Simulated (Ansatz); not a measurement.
Write a Python script for Ansatz 0.2.0, Python API that makes a comparison of enthalpies under pressure of two structures of Ta. Use (first run): PBE, PAW, cutoff 420 eV, 19×19×19 k-points, Fermi-Dirac smearing of 0.05 eV.

Script `transition_ta.py`:
```python
# -*- coding: utf-8 -*-
"""Pressure at which two phases of Ta cross."""

import warnings

import ansatz as az
import numpy as np


def fcc(a_site, a):
    return (
        az.Lattice.fcc(a)
        .space_group(225)
        .atom(a_site, (0, 0, 0))
        .primitive()
    )


def sc(first, a):
    return (
        az.Lattice.cubic(a)
        .space_group(221)
        .atom(first, (0, 0, 0))
    )


def run_phase(name, crystal, pressure=0.0):
    calc = (
        crystal.calculation()
        .functional("pbe")
        .basis(420)
        .kpoints(spacing=0.14)
        .occupations("fermi_dirac", width=0.05)
    )
    calc = calc.relax(force_tolerance=0.01, cell=True, pressure=pressure)
    return calc.run(threads=1)


def volume_per_atom(outcome):
    return abs(np.linalg.det(outcome.lattice.cell_ang)) / len(outcome.lattice.sites)

warnings.simplefilter("ignore", az.DeckWarning)

phases = {}
phases["fcc"] = fcc("Ta", 4.16)
phases["sc"] = sc("Ta", 2.71)

# enthalpy per atom at each pressure
pressures = [0, 20, 40, 60]
enthalpy, volume = {name: [] for name in phases}, {name: [] for name in phases}
for p in pressures:
    for name, crystal in phases.items():
        o = run_phase(name, crystal, pressure=p)
        volume[name].append(volume_per_atom(o))
        enthalpy[name].append(o.report["energy_sigma0_ev"] / len(o.lattice.sites) + p * volume[name][-1] / 160.21766)
gap = np.array(enthalpy["sc"]) - np.array(enthalpy["fcc"])
rows = [(p, va, vb, 1000 * d) for p, va, vb, d in zip(pressures, volume["fcc"], volume["sc"], gap)]
print("   P (GPa)  V fcc (A^3/atom)  V sc (A^3/atom)  H(sc) - H(fcc) (meV/atom)")
for row in rows:
    print(f"{row[0]:10d}  {row[1]:16.3f}  {row[2]:15.3f}  {row[3]:+25.1f}")
crossings = [p0 - g0 * (p1 - p0) / (g1 - g0) for p0, p1, g0, g1 in zip(pressures, pressures[1:], gap, gap[1:]) if g0 * g1 < 0]
print("crossing near", [round(float(p), 1) for p in crossings], "GPa") if crossings else print("no crossing in this range")
```

Running `python transition_ta.py` prints:
```text
   P (GPa)  V fcc (A^3/atom)  V sc (A^3/atom)  H(sc) - H(fcc) (meV/atom)
         0            18.838           20.637                     +874.0
        20            17.233           18.465                    +1057.1
        40            16.086           17.058                    +1193.7
        60            15.204           16.010                    +1304.9
no crossing in this range
```

Reading the output:
- At a fixed pressure a relaxation lowers the enthalpy F + PV, while F alone can rise.
- Spin-orbit coupling, which matters for elements this heavy, is left out.
- Only these two structures are compared, at zero temperature and with their symmetry kept; either may be hypothetical, and another phase may be lower than both. Differences under 10 to 15 meV an atom lie within the error of mesh and functional.
- The cells are prototypes set up for this calculation and needn't exist.
- Run time: 90 s on 1 thread of Arm Neoverse V2, with other jobs on the host, peak memory 0.42 GiB.
